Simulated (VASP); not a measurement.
# Sb: relaxation of cell and atoms with LDA

Crystal: Sb.

```
Sb
1.0
     0.00000    2.37124    2.37124
     2.37124    0.00000    2.37124
     2.37124    2.37124    0.00000
Sb
1
Direct
  0.00000 0.00000 0.00000
```

This isn't the form of Sb at room conditions, which is rhombohedral.

* Program: VASP 6.6.1
* Task: relaxation of cell and atoms
* Functional: LDA
* Potentials or basis: VASP PAW LDA potentials, release 64 (Sb)
* Cutoff: 600 eV
* k mesh: 8 × 8 × 8
* Occupations: fermi-dirac, width 0.05 eV
* Spin: no spin polarisation
* Ladder: gaps
* Further INCAR settings: ALGO = Normal; EDIFF = 1e-07; IBRION = 2; EDIFFG = -0.02; NSW = 60; ISIF = 3

| Property | Result |
| --- | --- |
| Relaxed volume | 26.02 Å³/atom |
| Relaxed cell | a = 3.326 Å, b = 3.326 Å, c = 3.326 Å, α = 60.00°, β = 60.00°, γ = 60.00° |
| Space group after relaxing (to 0.05 Å) | Fm-3m (No. 225) |
| Energy gained by relaxing | 3.4 meV/atom |
| Ionic steps | 3 |
| Pressure after relaxing | 0.0 GPa |
| Band gap on the k mesh | none (metal or under the smearing width) |

The path:
| step | energy change (eV) | largest force (eV/Å) | pressure (GPa) | volume (Å³) |
| --- | --- | --- | --- | --- |
| 1 | 0.0000 | 0.0000 | -1.68 | 26.67 |
| 2 | -0.0019 | 0.0000 | 1.22 | 25.60 |
| 3 | -0.0034 | 0.0000 | 0.00 | 26.02 |

Final structure:
```
CELL_PARAMETERS angstrom
0.00000 2.35206 2.35206
2.35206 0.00000 2.35206
2.35206 2.35206 0.00000
ATOMIC_POSITIONS crystal
Sb 0.00000 0.00000 0.00000
```

Levels at points of the mesh, in eV from the Fermi level:
```csv
k point,band 1,band 2,band 3,band 4,band 5
"(0.00, 0.00, 0.00)",-13.07,5.63,5.63,5.63,10.01
"(0.50, 0.00, 0.00)",-9.15,-5.87,3.87,3.87,8.47
"(0.50, 0.50, 0.00)",-7.45,-4.94,0.50,0.50,4.35
```

Run time: 12 s on 1 thread of AMD EPYC 7R13 Processor (Zen 3) (shared host), peak memory 0.11 GiB.

Spin-orbit coupling is left out, which matters for the levels of Sb.
